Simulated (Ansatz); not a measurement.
# What LaN (model cell, started as CsCl type) distorts into, part 3 of 3

Aim: this structure of LaN (model cell, started as CsCl type) is to be tested for unstable modes, and one is followed downhill.

Ansatz 0.2.0; DFT PBEsol, scalar-relativistic, plane waves, PAW.

So far. Step 4 (The mode frozen in, largest atomic shift 0.32 Å): The run ends at a pressure of 4.36 GPa, with forces up to 0.0012 eV/Å. Step 5 (Energy along the mode, all amplitudes (two of the runs …): The lowest of the steps tried is at 0.32 Å, 34.6 meV/atom below the parent; the bottom of the well need not coincide with a step. The relaxed cell has a = 3.518, c = 3.204 Å (conventional setting).

The structure was built from a prototype and need not be the compound's stable phase.

## 7. The new phase in its own primitive cell (continued)

Little changed from the start: no atom moved by 0.005 Å and no cell edge by 0.1 %.

This step gave:

| Property | Result |
| --- | --- |
| pressure | 0.002838 GPa |

The forces vanish by symmetry and the pressure is 0.003 GPa, within the tolerances set. The cell now holds 17.17 Å³/atom.

## 8. Modes of the new phase

A relaxed structure may still be a saddle point, so its zone-centre modes are computed. No field response is asked, since the mesh shows no gap.

input.yaml reads:

```yaml
crystal:
  lattice:
    - [3.5183387472, 0.0, 0.0]
    - [-1.7591693736, 3.0469707342, 0.0]
    - [0.0, 0.0, 3.204033036]
  atoms:
    - { symbol: La, position: [0.0, 0.0, 0.0] }
    - { symbol: "N", position: [0.3333333333, 0.6666666667, 0.5] }
kpoints:
  mp_grid: { grid: [12, 12, 12] }
hamiltonian:
  xc: pbesol
scf:
  occupations: { method: methfessel_paxton, width: 0.15 }
output:
  eigenvalues: true
phonons:
  method: dfpt
```

On the command line:

```console
$ ansatz run input.yaml --threads 4 --pin off --max-ram 7168MiB --backend cpu --events-out ev --progress --plain --runs-dir out
```

Numbers of over 12 decimals in the logs are rounded to 6 here.

Output:

```text
zone centre: on kpoints.mp_grid the ground state, and the responses unless they are solved on pairs of k-points, stand on 301 of the mesh's 1728 k-points, reduced under 4 symmetry operations, with k and −k counted as one. Each operation leaves every solved displacement unchanged or reverses it
[...]
Crystal: 2 atoms, lattice volume = 34.348 Å³
Basis set: ecut = 420 eV, 665 PW (Γ), exchange–correlation on 48×48×48 points (8 copies of the dense FFT grid, shifted against one another)
Bands: 12, of which v1, the nominal top of the filled ones, is band 8 counted from 1 (7 counted from 0)
Symmetry: 12 space group operations
k-points: 301 of 1728 (irreducible under 4 space group operations, time reversal used)
[...]
SCF iter   1: F=—  HF=-6542.032025 eV  |F-HF|=—  |Δ(HF+E_count)|=         —  Δρ=1.06e-2  dr2=3.76e-2  ethr=1.77e-3  ⟨swp⟩=3.1  Hψ=15410  notcnv=0
[...]
SCF iter   8: F=-6542.026305 eV  HF=-6542.026305 eV  |F-HF|=1.82e-12  |Δ(HF+E_count)|=  4.26e-10  S|Δr|=    0.00e0  Δρ=1.16e-7  dr2=3.60e-12  ethr=1.00e-12  ⟨swp⟩=6.5  Hψ=17180  notcnv=0
SCF 1 converged in 8 iterations: F = -6542.026305 eV  dr2 = 3.60e-12
[...]
DFPT response loops at Γ: preconditioner auto → Kerker (q_TF=auto, 2.402 Å⁻¹) (partly filled bands, converged f_vac=0.000); β = 1.00, the filter's whole step (`scf.mixing.beta` (0.50) is not read by the response loops under this deck's `scf.mixing.preconditioner`; to damp them name `kerker` or `kerker_dos`, under which they read `scf.mixing.beta`, and type it under 1.00, their step now; both keys bind the ground state too); Broyden in place of MSR1
SCF converged after 8 iterations
[...]
Free energy (F): -6542.026305 eV
[...]
Internal energy: -6542.026207 eV  (E = F + TS)
E sigma→0 (E₀):  -6542.026280 eV
Entropy (-TS):   -0.000097 eV (-0.049 meV/atom)
Fermi energy:    13.202676 eV
[...]
--- Band table (eV; the first three rows and the last of 301) ---
  k-point 0: bands = [... 4 lower, 0.7896, 11.4184, 11.4184, 12.7337, 13.1971, 14.9330, 16.3639, 16.3639]
  k-point 1: bands = [... 4 lower, 1.1203, 11.4411, 11.4411, 12.5479, 13.3697, 15.0253, 16.3632, 16.3632]
  k-point 2: bands = [... 4 lower, 1.7097, 11.4990, 11.4990, 11.9290, 13.9718, 15.2968, 16.3589, 16.3589]
  k-point 300: bands = [... 4 lower, 1.0722, 9.4371, 11.2080, 12.9419, 15.6111, 16.2309, 16.4393, 16.4582]
--- Phonons (Γ-DFPT): 4 representative perturbations + reference, on 301 of 1728 k-points (Σ response iterations 12) ---
  k mesh reduced under 4 symmetry operations, with k and −k counted as one. Each operation leaves every solved displacement unchanged or reverses it
  ASR residual: 1.319e-4 → 0.000e0 eV/Å²; symmetrization residual: 2.841e-6 eV/Å²
  ASR residual per site (eV/Å²): 1.32e-4 2.87e-5
  Γ frequencies (cm⁻¹): -179.50 0.00 0.00 0.00 186.96 186.96
  non-analytic LO–TO correction: not included (Born effective charges unavailable; polar crystals: no LO–TO splitting at Γ)
```

It took 27 s on 4 threads of Arm Neoverse N1, shared host; peak memory 0.75 GiB; 1.7 min of CPU time.

Numbers from this step:

- sum-rule residual before enforcement: 1.32e-4 eV/Å²
- point group: -6m2
- highest optical mode at the zone centre (no LO-TO term): 187.0 cm⁻¹
- lowest optical zone-centre mode: -179.5 cm⁻¹

Patterns of degenerate modes are one choice out of their space. Modes at Γ, with each element's share of the kinetic energy (negative means imaginary):

| mode | frequency (cm⁻¹) | symmetry | La % | N % |
| --- | --- | --- | --- | --- |
| 1 | -179.5 | A2'' | 9 | 91 |
| 2 | 0.0 | acoustic | 91 | 9 |
| 3 | 0.0 | acoustic | 91 | 9 |
| 4 | 0.0 | acoustic | 91 | 9 |
| 5 | 187.0 | E' | 9 | 91 |
| 6 | 187.0 | E' | 9 | 91 |

Displacements in mode 1 (-179.5 cm⁻¹), the largest set to 1:
```
La1  0.00  0.00 -0.10
N2   0.00  0.00  1.00
```

Displacements in mode 6 (187.0 cm⁻¹), the largest set to 1:
```
La1  0.00 -0.10  0.00
N2   0.00  1.00  0.00
```

Before it was imposed, the acoustic sum rule was missed by 1.3e-4 eV/Å². Small misses are needed for a sound result but don't prove that mesh and cutoff are converged. The lowest optical mode is imaginary, 179.5i cm⁻¹, so the energy falls along it.

## 9. Summary of results

```yaml
unstable_mode_of_the_parent: q = (0, 0, 0), 287i cm⁻¹
depth_at_the_lowest_point_sampled: 34.6 meV/atom
largest_atomic_shift_at_that_point: 0.32 Å
space_group_reached_within_0p01_a: P-6m2
energy_gained_over_the_parent_first_relaxation_on_the_mesh_of_the_frozen_mode: 277 meV/atom
volume_per_atom_phase_reached: 17.2 Å³
lowest_optical_zone_centre_mode_phase_reached: -180 cm⁻¹
highest_optical_mode_at_the_zone_centre_no_lo_to_term_phase_reached: 187 cm⁻¹
```

Along this mode the structure falls into P-6m2, 277 meV/atom below the parent. At the parent's cell the well is 34.60 meV/atom deep on the steps tried, with its lowest point at a shift of 0.32 Å. Relaxing atoms and cell changes the gain by +242.76 meV/atom against the lowest step (energies at zero smearing). Most of the total comes from this relaxation. The new phase still has an imaginary mode at the zone centre of its cell, so it is a saddle point on the way to a lower structure. Of the 4 patterns followed to their end from this parent, this one ends 239 meV/atom above the lowest, R3m. Each path keeps the symmetry of its pattern, so a lower phase may lie along a pattern not tried. With no gap, or one that is small against the smearing, the frequencies hang on the k mesh and the smearing, most of all near Kohn anomalies. A semilocal functional can close a gap that the real compound would have, so the metallic treatment may be an artefact of the level. Spin-orbit coupling is left out, which can matter for the heavy elements here. A phonon run warned that its eigensolver left some bands unconverged in a pass. The starting cell was built on a prototype and not taken from a measurement, so the phase need not exist.

[Logs are printed without paths, hosts, clocks, repeated set-up lines and the standing remarks that a program may print on its own settings, such as how far it seeks lower states.]

[Hosts, paths, dates, database ids (printed as entryN), source tags and the programs' standing remarks are cut or masked in the printed files.]
